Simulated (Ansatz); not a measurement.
Working through a comparison of functionals at one structure of CaF2, space group Fm-3m

With Ansatz's Python interface.

Notebook, run cell by cell (the value of a cell's last expression is shown):

**Cell 1**
```python
import ansatz
```

**Cell 2**
```python
lattice = ansatz.Lattice.of(
    [0.0, 2.731, 2.731],
    [2.731, 0.0, 2.731],
    [2.731, 2.731, 0.0],
)
sites = [
    ("Ca", [0.0, 0.0, 0.0]),
    ("F", [0.25, 0.25, 0.25]),
    ("F", [0.75, 0.75, 0.75]),
]
structure = ansatz.Crystal(lattice=lattice)
for symbol, position in sites:
    structure = structure.atom(symbol, position)

model = (
    structure.calculation()
    .kpoints(6, 6, 6)
    .occupations("fixed")
    .stress()
    .band_table()
)
```

**Cell 3**
```python
rows = []
for value in ["r2scan", "pbesol", "blyp", "pbe"]:
    report = model.functional(value).run().report
    rows.append((value, report["free_energy_ev"] / len(report["lattice"]["sites"]), report["n_iterations"], sum(report["stress_gpa"][i][i] for i in range(3)) / 3, report["gap_by_band_count_ev"], report["n_kpoints"]))
```
Output:
```text
DeckWarning: basis.ecutwfc = 500 eV, auto-derived from the records' recommended cutoffs: set by Ca (their level for a meta-GGA)
DeckWarning: basis.ecutwfc = 420 eV, auto-derived from the records' recommended cutoffs: set by Ca (normal level)
```

**Cell 4**
```python
print("  functional   F/atom (eV)    iterations       P (GPa)  gap by band count (eV)      k-points")
for row in rows:
    print(f"{str(row[0]):>12s}  {row[1]:12.5f}  {row[2]:12d}  {row[3]:12.3f}  {row[4]:22.3f}  {row[5]:12d}")
```
Output:
```text
  functional   F/atom (eV)    iterations       P (GPa)  gap by band count (eV)      k-points
      r2scan   -1149.37263             6        -1.093                   7.957            16
      pbesol   -1133.62738             6        -1.871                   7.115            16
        blyp   -1150.29837             6         4.039                   7.402            16
         pbe   -1146.60127             6         2.214                   7.301            16
```

From lowest to highest: PBEsol (-1.9 GPa), r2SCAN (-1.1 GPa), PBE (2.2 GPa) and BLYP (4.0 GPa). At a fixed cell a lower pressure usually means a smaller equilibrium volume, so PBEsol prefers the smallest cell and BLYP the largest. Gaps by band count in the reports: r2SCAN 7.96 eV, PBEsol 7.12 eV, BLYP 7.40 eV and PBE 7.30 eV (Kohn-Sham values on this mesh, as a rule under measured gaps).

Caveats:
- Semilocal gaps usually lie well under measured ones.
- Pressure is positive in compression.
- The starting cell is as deposited in a crystallographic database; the results hold for this polymorph, which needn't be the stable one.
- Gaps and levels are Kohn-Sham values on a finite set of k-points.
- Warnings are shown shortened and without file and line.
- Total energies of different functionals can't be compared; pressures, moments and gaps at this one structure can.
- Finished in 5.2 s on 1 thread of Arm Neoverse V1, on a shared host, peak memory 0.44 GiB.
